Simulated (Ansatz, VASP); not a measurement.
# Zr: VASP beside Ansatz

```
Zr
1.0
     5.36343    0.00000    0.00000
    -2.68171    4.64487    0.00000
     0.00000    0.00000    3.28802
Zr
3
Direct
  0.00000 0.00000 0.00000
  0.33333 0.66667 0.50000
  0.66667 0.33333 0.50000
```

Alike in both runs: task single point; functional r2SCAN; k mesh 6 × 6 × 6; occupations gaussian, width 0.1 eV; no spin polarisation.

|  | VASP | Ansatz |
| --- | --- | --- |
| version | VASP 6.6.1 | Ansatz 0.2.0 |
| potentials or method | VASP PAW PBE potentials, release 64 (Zr_sv) | scalar-relativistic, plane waves, PAW |
| plane-wave cutoff (eV) | 520 | 500 |
| valence electrons in the cell | 36 | 36 |

```tsv
	VASP	Ansatz	Ansatz less VASP
gap on the k mesh at the Fermi level (eV)	none	none	-
pressure (GPa)	-12.0	-12.0	+0.01
largest component of the traceless stress (GPa)	1.28	1.29	+0.013
```

A gap of «none» marks a metal or a gap that the smearing closes.

Caveats: the PAW data sets were made with another functional, which shifts forces and pressure a little (VASP).
